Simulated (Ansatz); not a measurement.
**Li3N, response to strain**

Base system: Li3N (space group P6/mmm, No. 191; a = 3.634 Å, c = 3.865 Å). Axes: x lies along a and z along c of the hexagonal cell.

Strains are applied to the cell and any free atomic positions relax; under biaxial strain the out-of-plane vector relaxes too.

Method: Kohn–Sham DFT with the PBE functional, run in Ansatz (a quantum-chemistry and plane-wave program) with PAW and 420 eV plane waves, without spin-orbit coupling.

Notes on the quantities. pressure: mean of the normal stresses, compression positive.

| change | band gap | pressure | gap character | smallest direct gap | volume per atom |
|---|---|---|---|---|---|
| base | 1.06 eV | 0.00 GPa | indirect, A → Γ | 1.27 eV | 11.05 Å³ |
| biaxial strain −4.04 %, plane normal [001], relaxed out of plane | 1.07 eV | 5.09 GPa | indirect, A → L | 1.30 eV | 10.22 Å³ |
| biaxial strain −0.83 %, plane normal [001], relaxed out of plane | 1.08 eV | 0.88 GPa | indirect, A → Γ | 1.28 eV | 10.88 Å³ |
| biaxial strain −0.43 %, plane normal [001], relaxed out of plane | 1.07 eV | 0.44 GPa | indirect, A → Γ | 1.27 eV | 10.96 Å³ |
| biaxial strain +1.58 %, plane normal [001], relaxed out of plane | 1.02 eV | -1.48 GPa | indirect, A → Γ | 1.24 eV | 11.39 Å³ |
| biaxial strain +2.33 %, plane normal [001], relaxed out of plane | 1.00 eV | -2.10 GPa | indirect, A → Γ | 1.23 eV | 11.55 Å³ |
| biaxial strain +3.03 %, plane normal [001], relaxed out of plane | 0.98 eV | -2.63 GPa | indirect, A → Γ | 1.21 eV | 11.70 Å³ |
| isotropic strain −0.74 % | 1.12 eV | 1.24 GPa | indirect, A → Γ | 1.33 eV | 10.81 Å³ |
| uniaxial strain ε_zz = −4.05 % | 1.21 eV | 2.51 GPa | indirect, A → L | 1.54 eV | 10.60 Å³ |
| tensor shear ε_xy = −2.32 % | 1.03 eV | 0.18 GPa | indirect, Z → Γ | 1.23 eV | 11.05 Å³ |

Whether these cells are dynamically stable was not tested. Labels are those of the standard path for the cell's own space group.
